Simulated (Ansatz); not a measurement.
AlRu:

```xyz
2
Lattice="2.9916 0.0000 0.0000 0.0000 2.9916 0.0000 0.0000 0.0000 2.9916" Properties=species:S:1:pos:R:3 pbc="T T T"
Ru    1.4958    1.4958    1.4958
Al    0.0000    0.0000    0.0000
```

Base run:

| Property | Result |
| --- | --- |
| Program | Ansatz 0.2.0 |
| Functional | PBEsol |
| Potentials or basis | all-electron LAPW, scalar-relativistic |
| Cutoff | 241 eV |
| Density cutoff | 963 eV |
| Basis error allowed | 0.001 eV/atom |
| k mesh | 9 × 9 × 9 |
| Occupations | fermi-dirac, width 0.05 eV |
| Spin | no spin polarisation |

Its results: pressure -3.4 GPa.

The run is repeated on the same cell with these changes: functional from PBEsol to PBE. What comes out?

Pressure 2.5 GPa.

PBE binds less tightly than PBEsol, so the same cell stands under more pressure.

Not every run made on this cell is shown here.
